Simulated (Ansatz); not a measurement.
Consider ZnTe in the zinc blende structure (space group F-43m, No. 216; a = 6.179 Å). Axes: x, y, z lie along the cube axes.

(Cell as relaxed with PBE.)

Levels (all Ansatz, an electronic-structure program, PAW, earlier PAW set): PBE (420 eV, no spin-orbit coupling); PBEsol (420 eV, no spin-orbit coupling).

Each level relaxes its own structure.

| base | PBE | PBEsol |
|---|---|---|
| volume per atom | 29.49 Å³ | 27.90 Å³ |
| lattice parameter a | 6.179 Å | 6.066 Å |
| band gap | 1.07 eV | 1.23 eV |

The change: compressive biaxial strain of 2.46 % in the plane normal to [111], as in epitaxy on a mismatched substrate; the out-of-plane cell vector and the atoms relax.

| quantity | PBE | PBEsol |
|---|---|---|
| energy relative to the base (free energy F) | +11 meV/atom | ? |
| shift of the gap caused by the change | +0.05 eV | ? |
| valley order (the lowest conduction-band minima on the path, energy above the VBM, named in the base's zone) | Γ 1.12 eV; L along [1-11] 1.58 eV; L along [111] 2.00 eV; X along [100] 2.06 eV | ? |
| ratio −ε⊥/ε∥ | 0.59 | ? |

Predict the PBEsol column.


- energy relative to the base (free energy F), PBEsol: +12 meV/atom
- shift of the gap caused by the change, PBEsol: +0.02 eV
- valley order (the lowest conduction-band minima on the path, energy above the VBM, named in the base's zone), PBEsol: Γ 1.25 eV; L along [1-11] 1.55 eV; X along [100] 1.85 eV; L along [111] 2.02 eV
- ratio −ε⊥/ε∥, PBEsol: 0.64

PBE's energy relative to the base lies 0.6 meV/atom below PBEsol's; PBE's shift of the gap caused by the change lies 0.03 eV above PBEsol's; they order the valleys differently; PBE's ratio −ε⊥/ε∥ lies 0.05 below PBEsol's. Neither level is exact; PBEsol is the comparison here, not a measurement.

With Te present, leaving out spin-orbit coupling can change the band edges. Whether these cells are dynamically stable was not tested.
